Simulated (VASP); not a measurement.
K: relaxation of cell and atoms with PBE

Crystal: K.

```
CELL_PARAMETERS angstrom
-2.61250 2.61250 2.61250
2.61250 -2.61250 2.61250
2.61250 2.61250 -2.61250
ATOMIC_POSITIONS crystal
K 0.00000 0.00000 0.00000
```

```
Program                : VASP 6.6.1
Task                   : relaxation of cell and atoms
Functional             : PBE
Potentials or basis    : VASP PAW PBE potentials, release 64 (K_sv)
Cutoff                 : 600 eV
k mesh                 : 10 × 10 × 10
Occupations            : methfessel-paxton, width 0.1 eV
Spin                   : no spin polarisation
Further INCAR settings : ALGO = Normal; EDIFF = 1e-06; IBRION = 2; EDIFFG = -0.01; NSW = 90; ISIF = 3
```

```json
{
 "Relaxed volume": "73.50 Å³/atom",
 "Relaxed cell": "a = 4.571 Å, b = 4.571 Å, c = 4.571 Å, α = 109.47°, β = 109.47°, γ = 109.47°",
 "Space group after relaxing (to 0.05 Å)": "Im-3m (No. 229)",
 "Energy gained by relaxing": "1.0 meV/atom",
 "Ionic steps": "3",
 "Pressure after relaxing": "0.0 GPa",
 "Band gap on the k mesh": "none (metal or under the smearing width)"
}
```

Step by step:
```csv
step,energy change (eV),largest force (eV/Å),pressure (GPa),volume (Å³)
1,0.0000,0.0000,0.13,71.32
2,-0.0004,0.0000,0.09,71.94
3,-0.0010,0.0000,0.01,73.50
```

Final structure:
```
CELL_PARAMETERS angstrom
-2.63885 2.63885 2.63885
2.63885 -2.63885 2.63885
2.63885 2.63885 -2.63885
ATOMIC_POSITIONS crystal
K 0.00000 0.00000 0.00000
```

Levels at points of the mesh, in eV from the Fermi level:
```
           k point  band 3  band 4  band 5  band 6  band 7  band 8
(0.00, 0.00, 0.00)  -15.58  -15.58   -2.15    4.30    4.30    4.30
(0.50, 0.00, 0.00)  -15.60  -15.58    0.45    0.69    3.17    4.87
(0.50, 0.50, 0.50)  -15.63  -15.63    1.68    1.68    3.48    3.48
```

Wall time 14 s on 2 MPI ranks on Intel(R) Xeon(R) 6975P-C (Granite Rapids), with other jobs on the host, peak memory 0.21 GiB a rank.

PBE usually gives volumes a little too large and moduli too small. Zero-point motion and thermal expansion aren't in these numbers.
